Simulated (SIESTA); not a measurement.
Crystal: MnS.

```
CELL_PARAMETERS angstrom
0.00000 2.47346 2.47346
2.47346 0.00000 2.47346
2.47346 2.47346 0.00000
ATOMIC_POSITIONS crystal
Mn 0.00000 0.00000 0.00000
S 0.75000 0.75000 0.75000
```

The cell is a database's computed one.

Base run:

| Item | Value |
| --- | --- |
| Program | SIESTA 5.4.2 |
| Functional | PBE |
| Potentials or basis | PseudoDojo 0.4 standard (PBE files) |
| Basis | DZP (energy shift 0.003 Ry; two zetas on semicore shells) |
| Grid cutoff | 800 Ry |
| Energy shift | 0.003 Ry |
| k mesh | 9 × 9 × 9 |
| Occupations | fermi-dirac, width 0.05 eV |
| Spin | collinear spin, zero start |
| Starting moments | [0.0, 0.0] μB |

Its results: band gap on the k mesh none (metal or under the smearing width); net moment 0.00 μB per cell.

Question: The run is repeated on the same cell with these changes: spin from collinear spin, zero start to non-collinear spin, random start; moments at the start from [0.0, 0.0] to [0.13, 0.9, 0.15, 0.0, -0.0, 0.0]. What comes out?

Answer: Band gap on the k mesh none (metal or under the smearing width); net moment 0.26 μB per cell.

Caveats: the basis of atomic orbitals isn't converged, which shifts pressures, moduli and gaps; semilocal functionals often make such compounds metallic where correlation or magnetic order opens a gap, which also shifts bond lengths.
